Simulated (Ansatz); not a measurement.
# LiH: pressure against volume

One table from this session's results is given with a row withheld; the runs are named, their logs left out.

Program: Ansatz 0.2.0. Level of theory: DFT PBE, scalar-relativistic. These are calculated values, not measurements.

**The system as given**

The structure is cubic, space group Fm-3m (No. 225). The conventional cell has a = 4.007 Å, b = 4.007 Å, c = 4.007 Å, α = 90.00°, β = 90.00°, γ = 90.00°. Around Li (site symmetry m-3m) lie 6 H at 2.00 Å. Around H (site symmetry m-3m) lie 6 Li at 2.00 Å.

Coordinates:

```cif
data_structure
_symmetry_space_group_name_H-M 'Fm-3m'
_symmetry_Int_Tables_number 225
_cell_length_a 4.0070
_cell_length_b 4.0070
_cell_length_c 4.0070
_cell_angle_alpha 90.000
_cell_angle_beta 90.000
_cell_angle_gamma 90.000
_cell_volume 64.34
loop_
_atom_site_label
_atom_site_type_symbol
_atom_site_symmetry_multiplicity
_atom_site_Wyckoff_symbol
_atom_site_fract_x
_atom_site_fract_y
_atom_site_fract_z
_atom_site_occupancy
Li1 Li 4 a 0.00000 0.00000 0.00000 1
H1 H 4 b 0.50000 0.00000 0.00000 1
```

The file gives the conventional cell by its symmetry; the runs use the cell typed in the input.

The cell was relaxed by PAW from a hypothetical start (rocksalt type); it needn't be the stable phase of this composition.

Atoms are numbered in the order of the input: Li1, H2.

The first run:

Contents of input.yaml:

```yaml
crystal:
  lattice:
    - [0.0, 1.9629412656, 1.9629412656]
    - [1.9629412656, 0.0, 1.9629412656]
    - [1.9629412656, 1.9629412656, 0.0]
  atoms:
    - { symbol: Li, position: [0.0, 0.0, 0.0] }
    - { symbol: H, position: [0.5, 0.5, 0.5] }
kpoints:
  mp_grid: { grid: [14, 14, 14] }
scf:
  occupations: { method: fermi_dirac, width: 0.08 }
hamiltonian:
  xc: pbe
  pseudopotentials: { kind: all_electron, lapw: { basis_error: 0.001 } }
output:
  forces: true
  stress: true
  eigenvalues: true
```

Command:

```console
> ansatz run input.yaml --threads 1 --pin off --max-ram 2048MiB --backend cpu --events-out ev --progress --plain --runs-dir out
```

Steps of the session up to this table: Volume × 0.9405, LAPW; Volume × 0.9405, PAW; Volume × 0.9405, crystal datasets; Volume × 0.97, LAPW; Volume × 0.97, PAW; Volume × 1.03, LAPW; Volume × 1.03, PAW; Volume × 1.06, LAPW; Volume × 1.06, PAW; Volume × 1.06, crystal datasets.

One table of the session follows, with a row left open; its other results are not shown here.

It belongs to the step «Fits». 

```
          method  volume (Å³/atom)  gap on the k mesh (eV)
            LAPW             7.563                    2.93
            LAPW             7.801                    2.96
            LAPW             8.042                    2.98
            LAPW             8.283                    3.00
            LAPW             8.525                    3.02
             PAW             7.563                       ?
             PAW             7.801                    2.96
             PAW             8.042                    2.98
             PAW             8.283                    3.01
             PAW             8.525                    3.03
crystal datasets             7.563                    2.93
crystal datasets             8.042                    2.98
crystal datasets             8.525                    3.02
```

**Question.** Estimate the row for PAW, 7.563.

**Answer.** gap on the k mesh (eV): 2.94. In the column «gap on the k mesh (eV)» it lies between crystal datasets, 7.563 (2.93) and LAPW, 7.801 (2.96).

To keep in mind: Warnings in the runs' records: crystal datasets made.
